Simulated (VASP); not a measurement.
A run of VASP 6.6.1:

File INCAR:

```
SYSTEM = Ta
  ALGO = Fast
  EDIFF = 1E-7
  EDIFFG = -0.002
  ENCUT = 520
  GGA = PE
  IBRION = 2
  ISIF = 3
  ISMEAR = 0
  LASPH = .TRUE.
  LCHARG = .FALSE.
  LREAL = .FALSE.
  LWAVE = .FALSE.
  NELM = 100
  NSW = 80
  PREC = Accurate
  SIGMA = 0.1
```

File KPOINTS:

```
k-points
0
G
  18 18 18
  0 0 0
```

File POSCAR:

```
Ta                                      
1.0
   -1.6597609298      1.6597609298      1.6597609298
    1.6597609298     -1.6597609298      1.6597609298
    1.6597609298      1.6597609298     -1.6597609298
  Ta            
     1
Direct
     0.0000000000000000    0.0000000000000000    0.0000000000000000
```

Potentials or basis: VASP PAW PBE potentials, release 64 (Ta_pv).

Run with:

```bash
$ cat potpaw_PBE.64/Ta_pv/POTCAR > POTCAR
$ mpirun -np 1 vasp_std > vasp.out
```

Hardware: 1 thread of AMD EPYC 9R14 (Zen 4) (shared host).

**Question.** Estimate the wall time of this run.

**Answer.** It took 46 s on 1 thread of AMD EPYC 9R14 (Zen 4), with other jobs on the host, peak memory 0.14 GiB. Counts: scf iterations 25, k points 195, ion steps 3.
